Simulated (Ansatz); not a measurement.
## HgTe, one cell by several methods

```
CELL_PARAMETERS angstrom
0.00000 3.22350 3.19127
3.22350 0.00000 3.19127
3.22350 3.22350 0.00000
ATOMIC_POSITIONS crystal
Hg 0.00000 0.00000 0.00000
Te 0.75000 0.75000 0.75000
```

Atom numbers follow the list: Hg1, Te2.

The conventional cell has a = 4.559 Å, b = 4.559 Å, c = 6.383 Å, α = 90.00°, β = 90.00°, γ = 90.00°. Hg (atom 1) is surrounded by 4 Te at 2.78 Å. Around Te (atom 2) lie 4 Hg at 2.78 Å.

The cell is COD entry 1539232, as deposited and not checked against the literature; nothing was relaxed. The listed cell was then made from it by scaling, straining or moving an atom.

Spin–orbit coupling is left out, though it moves levels of the heavy atoms by tenths of an eV or more.

All numbers are computed: DFT, PBEsol, PAW with Ansatz's default frozen-core files, scalar-relativistic (Ansatz 0.2.0); DFT, PBEsol, all-electron PAW with datasets made for the crystal, scalar-relativistic (Ansatz 0.2.0); DFT, PBEsol, all-electron LAPW, scalar-relativistic (Ansatz 0.2.0).

For PAW: a Γ-centred 9×9×9 k mesh, Fermi–Dirac smearing of 0.05 eV, cutoff 420 eV, no spin polarisation; the PAW files were made with PBE, and the program remakes their frozen cores for this functional. The crystal-made all-electron datasets (AE datasets) take a cutoff of 240 eV at this cell. LAPW targets a basis error of 0.5 meV/atom. The Ansatz runs share mesh, smearing and spin set-up. Plane-wave (PAW) pressures include the program's estimate of the Pulay term.

Stress and pressure are positive in compression.

Spin–orbit coupling is left out, which moves gradients at and beside heavy atoms by some per cent and at worst by a factor of two.

In a metal, gradients converge slowly with the k mesh: the values move by tens of per cent from one mesh to another, at times in sign, so only the comparison on one mesh counts.

```json
{"quantity": "pressure (GPa)", "PAW": "1.82", "AE datasets": "1.83", "LAPW": "1.83"}
{"quantity": "stress xx (GPa)", "PAW": "1.77", "AE datasets": "1.78", "LAPW": "1.78"}
{"quantity": "stress zz (GPa)", "PAW": "1.91", "AE datasets": "1.92", "LAPW": "1.92"}
{"quantity": "field gradient Vzz at Hg1 (10²¹ V/m²)", "PAW": "0.56", "AE datasets": "0.55", "LAPW": "–"}
{"quantity": "field gradient Vzz at Te2 (10²¹ V/m²)", "PAW": "-0.51", "AE datasets": "-0.51", "LAPW": "–"}
```

PAW's pressure differs from the LAPW value by about 0.01 GPa or less.
